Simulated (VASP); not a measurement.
These are LDA (Ceperley-Alder, Perdew-Zunger), VASP's LDA PAW potentials (set 64) (plane waves; VASP 6.6.1) values and carry that method's errors.

VASP ran on this input.

POSCAR:
```
CsI
1.0
  4.4091767125   0.0000000000   0.0000000000
  0.0000000000   4.4091767125   0.0000000000
  0.0000000000   0.0000000000   4.4091767125
Cs I
1 1
Cart
  0.0000000000   0.0000000000   0.0000000000
  2.2045883562   2.2045883562   2.2045883562
```

### INCAR
```
SYSTEM=CsI
PREC=Accurate; ENCUT=520; LREAL=.FALSE.
LASPH=.TRUE.
EDIFF=1E-7; NELM=100; ALGO=Normal
LMAXMIX=4
ISMEAR=0; SIGMA=0.05
ISIF=2
LWAVE=.FALSE.; LCHARG=.FALSE.
```

### KPOINTS
```
Automatic mesh
0
gamma
  6 6 6
```

POTCAR, in this order: Cs_sv I (LDA.64 set). Program: vasp_std.

Output

**OSZICAR**
```
       N       E                     dE             d eps       ncg     rms          rms(c)
DAV:   1     0.889993428060E+02    0.88999E+02   -0.64913E+03   480   0.113E+03
DAV:   2     0.148533843489E+00   -0.88851E+02   -0.83816E+02   696   0.165E+02
DAV:   3    -0.623360948220E+01   -0.63821E+01   -0.63595E+01   588   0.518E+01
DAV:   4    -0.631772552853E+01   -0.84116E-01   -0.84089E-01   600   0.727E+00
DAV:   5    -0.631890802907E+01   -0.11825E-02   -0.11825E-02   584   0.872E-01    0.170E+00
DAV:   6    -0.621394309732E+01    0.10496E+00   -0.13730E-01   540   0.186E+00    0.125E+00
DAV:   7    -0.618783614592E+01    0.26107E-01   -0.10129E-01   520   0.160E+00    0.467E-01
DAV:   8    -0.618731816910E+01    0.51798E-03   -0.61214E-03   572   0.501E-01    0.122E-01
DAV:   9    -0.618724621367E+01    0.71955E-04   -0.31312E-04   548   0.138E-01    0.615E-02
DAV:  10    -0.618726763322E+01   -0.21420E-04   -0.11348E-04   568   0.514E-02    0.178E-02
DAV:  11    -0.618726395581E+01    0.36774E-05   -0.40109E-05   548   0.336E-02    0.338E-03
DAV:  12    -0.618726360723E+01    0.34857E-06   -0.25922E-06   548   0.105E-02    0.825E-04
DAV:  13    -0.618726363033E+01   -0.23099E-07   -0.17059E-07   476   0.279E-03
   1 F= -.61872636E+01 E0= -.61872636E+01  d E =-.911489E-17
```

**OUTCAR**
```
------------------------ aborting loop because EDIFF is reached ----------------------------------------
  FORCE on cell =-STRESS in cart. coord.  units (eV):
  Direction    XX          YY          ZZ          XY          YZ          ZX
  --------------------------------------------------------------------------------------
  Total       -0.0055235     -0.0055235     -0.0055235     -0.0000000     -0.0000000      0.0000000
  in kB       -0.1032416     -0.1032416     -0.1032416     -0.0000000     -0.0000000      0.0000000
  external PRESSURE =      -0.1032416 kB  Pullay stress =       0.0000000 kB
  volume of cell :       85.72
      direct lattice vectors                 reciprocal lattice vectors
     4.409176712  0.000000000  0.000000000     0.226799710  0.000000000  0.000000000
     0.000000000  4.409176712  0.000000000     0.000000000  0.226799710  0.000000000
     0.000000000  0.000000000  4.409176712     0.000000000  0.000000000  0.226799710
 POSITION                                       TOTAL-FORCE (eV/Angst)
 -----------------------------------------------------------------------------------
      0.00000      0.00000      0.00000         0.000000      0.000000      0.000000
      2.20459      2.20459      2.20459         0.000000      0.000000      0.000000
 -----------------------------------------------------------------------------------
    total drift:                               -0.000000      0.000000      0.000000
  FREE ENERGIE OF THE ION-ELECTRON SYSTEM (eV)
  ---------------------------------------------------
  free  energy   TOTEN  =        -6.1872636303 eV

  energy  without entropy=       -6.1872636303  energy(sigma->0) =       -6.18726363
```
(Selected blocks of OUTCAR.)

The compound is CsI in the CsCl type structure. It was relaxed first, which changed the volume by -10 %.
